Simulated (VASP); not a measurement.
# Hf: relaxation of cell and atoms with LDA

The system is Hf.

```
Hf
1.0
    -1.49557    1.49557    1.49557
     1.49557   -1.49557    1.49557
     1.49557    1.49557   -1.49557
Hf
1
Cartesian
  0.0000 0.0000 0.0000
```

This isn't the form of Hf at room conditions, which is hcp.

| Item | Value |
| --- | --- |
| Program | VASP 6.6.1 |
| Task | relaxation of cell and atoms |
| Functional | LDA |
| Potentials or basis | VASP PAW LDA potentials, release 64 (Hf_pv) |
| Cutoff | 520 eV |
| k mesh | 16 × 16 × 16 |
| Occupations | gaussian, width 0.1 eV |
| Spin | no spin polarisation |
| Target pressure | 100 GPa |
| Further INCAR settings | ALGO = Normal; EDIFF = 1e-07; IBRION = 2; EDIFFG = -0.002; NSW = 80; ISIF = 3 |
| Target pressure | 100 GPa |

```
Energy change on relaxing (the enthalpy is what falls) : -0.5 meV/atom
Ionic steps                                            : 3
Pressure after relaxing                                : 100.0 GPa
Band gap on the k mesh                                 : none (metal or under the smearing width)
```

Step by step:
| step | energy change (eV) | largest force (eV/Å) | pressure (GPa) | volume (Å³) |
| --- | --- | --- | --- | --- |
| 1 | 0.0000 | 0.0000 | 100.02 | 13.38 |
| 2 | -0.0025 | 0.0000 | 99.89 | 13.38 |
| 3 | -0.0005 | 0.0000 | 99.98 | 13.38 |

Final structure:
```
Hf
1.0
    -1.49560    1.49560    1.49560
     1.49560   -1.49560    1.49560
     1.49560    1.49560   -1.49560
Hf
1
Cartesian
  0.0000 0.0000 0.0000
```

Levels at points of the mesh, in eV from the Fermi level:
| k point | band 2 | band 3 | band 4 | band 5 | band 6 | band 7 | band 8 | band 9 |
| --- | --- | --- | --- | --- | --- | --- | --- | --- |
| (0.00, 0.00, 0.00) | -27.66 | -27.66 | -7.95 | 1.59 | 1.59 | 1.59 | 6.15 | 6.15 |
| (0.50, 0.00, 0.00) | -28.81 | -27.74 | -5.41 | -2.03 | 5.12 | 6.59 | 8.14 | 13.30 |
| (0.50, 0.50, 0.50) | -30.17 | -30.17 | -5.71 | -5.71 | 11.43 | 11.43 | 11.43 | 13.20 |

Wall time 9.2 s on 1 thread of Intel(R) Xeon(R) 6975P-C (Granite Rapids) (shared host), peak memory 0.13 GiB.

Caveat: the cell is relaxed towards a set pressure, so the enthalpy falls and the energy may rise. The run has no spin-orbit coupling, so splittings on Hf are missing.
